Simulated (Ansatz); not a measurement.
Stress against strain in SiO₂

```
CELL_PARAMETERS angstrom
4.18010 0.00000 0.00000
0.00000 4.18010 0.00000
0.00000 0.00000 2.66780
ATOMIC_POSITIONS crystal
Si 0.00000 0.00000 0.00000
Si 0.50000 0.50000 0.50000
O 0.30670 0.30670 0.00000
O 0.19330 0.80670 0.50000
O 0.69330 0.69330 0.00000
O 0.80670 0.19330 0.50000
```

Atom numbers follow the list: Si1, Si2, O3, O4, O5, O6.

The cell is COD entry 9001276, as deposited and not checked against the literature; nothing was relaxed.

The calculation used Ansatz 0.2.0, DFT, PBEsol, all-electron LAPW, scalar-relativistic.

Settings: a Γ-centred 6×6×9 k mesh, Fermi–Dirac smearing of 0.03 eV, basis error target 1 meV/atom, no spin polarisation.

The strain is applied along the Cartesian axes of the cell as listed (the other components stay zero). Fractional coordinates are held (clamped ions).

σ is the change of stress from the unstrained cell, which is at 3.89 GPa; tension is positive, so slopes are stress–strain coefficients at that pressure.

Only quantities that a quadratic follows smoothly over the whole series are listed; rougher ones are left out.

| εzz | σzz (GPa) | σxx (GPa) |
| --- | --- | --- |
| -0.0300 | -24.82 | -6.52 |
| -0.0100 | -7.71 | -2.06 |
| 0.0000 | 0.00 | 0.00 |
| 0.0100 | 7.18 | 1.96 |
| 0.0200 | 13.87 | 3.83 |
| 0.0300 | 20.08 | 5.61 |

Fit the series and read off the stiffness at zero strain.

Least-squares fits y = p0 + p1 x + p2 x² to the rows give σzz (GPa): p1 = 748, p2 = -2600; σxx (GPa): p1 = 202, p2 = -510. So C33 = 748 GPa and C13 = 202 GPa, for these axes.

One run, at εzz = -0.0200, is withheld. Predict its row.

The fits give -16.01, -4.24; the run gave -15.97, -4.24.
